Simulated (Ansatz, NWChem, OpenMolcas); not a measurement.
# Errors in the atomisation enthalpy at 298 K

6 molecules, all hydrocarbons; the atomisation enthalpy at 298 K in kJ/mol, computed less measured. Shapes, held fixed at every level: PBE0-D4/def2-TZVP. Thermal terms are harmonic and unscaled (PBE0-D4/def2-TZVP); the spin-orbit lowering of the free atoms is taken from their spectra. Programs: Ansatz 0.2.0, NWChem 7.3.0, OpenMolcas 26.06. A level may come from different programs for different species; with the same settings they agree closely. Measured values: Active Thermochemical Tables.

Levels: A = HF/3-21G; B = SPW92/def2-TZVPP; C = PBE0-D4/def2-TZVPP; D = MP2/def2-SVP.

```json
{"molecule": "CH3 (methyl radical)", "from tabulated heats": "1224", "A": "-310", "B": "+130", "C": "+3", "D": "-64"}
{"molecule": "C3H3 (cyclopropenyl radical)", "from tabulated heats": "2318", "A": "-843", "B": "+403", "C": "+54", "D": "-53"}
{"molecule": "C3H4 (propyne)", "from tabulated heats": "2837", "A": "-861", "B": "+402", "C": "+16", "D": "-81"}
{"molecule": "C2H6 (ethane)", "from tabulated heats": "2826", "A": "-741", "B": "+338", "C": "+2", "D": "-120"}
{"molecule": "C4H6 (cyclobutene)", "from tabulated heats": "4019", "A": "-1238", "B": "+594", "C": "+42", "D": "-121"}
{"molecule": "C3H8 (propane)", "from tabulated heats": "3999", "A": "-1067", "B": "+503", "C": "+13", "D": "-156"}
```

(1) Sum up the errors.

Results:

(1) 
```json
{"level": "HF/3-21G", "kind": "Hartree–Fock", "mean error": "-843.3", "mean absolute error": "843.3", "worst case": "C4H6"}
{"level": "SPW92/def2-TZVPP", "kind": "LDA", "mean error": "+395.0", "mean absolute error": "395.0", "worst case": "C4H6"}
{"level": "PBE0-D4/def2-TZVPP", "kind": "global hybrid", "mean error": "+21.7", "mean absolute error": "21.7", "worst case": "C3H3"}
{"level": "MP2/def2-SVP", "kind": "perturbation theory", "mean error": "-99.2", "mean absolute error": "99.2", "worst case": "C3H8"}
```

On this set PBE0-D4/def2-TZVPP has the smallest mean absolute error and HF/3-21G the largest. HF/3-21G is too low in 6 of 6; SPW92/def2-TZVPP is too high in 6 of 6; PBE0-D4/def2-TZVPP is too high in 6 of 6; MP2/def2-SVP is too low in 6 of 6. Heats of the atoms come from ATcT where it has them. The levels differ in basis as well as in method. For HF/3-21G and SPW92/def2-TZVPP and MP2/def2-SVP the error tends to grow with the atomisation enthalpy. Hartree–Fock lacks correlation and underbinds. Correlated wave functions converge slowly with the basis. Open shells run unrestricted. The set is small.
